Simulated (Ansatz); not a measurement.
A decomposition energy, worked out: Cd3S2

Theory: DFT PBE, scalar-relativistic, plane waves, PAW (Ansatz). Settings: cutoff 420 eV, Γ-centred meshes spaced at most about 0.3 Å⁻¹, and about 0.25 Å⁻¹ or finer for metals (2π included), Gaussian smearing. No spin polarisation.

The zero of energy is the elements' standard structures at the same level; no fitted shifts are applied.

Temperature and zero-point effects are left out. The reference form of S is held partly by dispersion forces, which this level lacks.

A trial structure of Cd3S2 (reached from: random cell; relaxed: space group P6/mmm (No. 191), a = 5.631 Å, c = 5.215 Å) has a formation energy of 0.033 eV/atom. It holds S–S pairs (shortest 2.09 Å). At its composition the lowest mixture among the elements and 1 reference phase computed alike (others may be missing) consists of these:

```tsv
phase	source	ΔE_f (eV/atom)
Cd (solid)	element	-0.006
CdS (P6_3mc)	COD	-0.660
```

The lowest database cell of Cd (-0.006) lies slightly below the reference, hence the non-zero entry.

Problem. Write the balanced decomposition and find its energy per atom, per formula unit and per mole of formula units.

Solution. Balancing Cd and S gives Cd3S2 → Cd + 2 CdS. The left side holds 5 atoms, and the products take 1/5 (Cd) and 4/5 (CdS) of them. The mixture therefore lies at 1/5 × (-0.006) + 4/5 × (-0.660) = -0.529 eV/atom. The reaction energy is -0.529 − (0.033) = -0.562 eV/atom. Times 5 atoms that is -2.810 eV per Cd3S2, and times 96.485 it is -271 kJ per mole of Cd3S2. Decomposition is downhill, so the trial structure is unstable against this mixture.
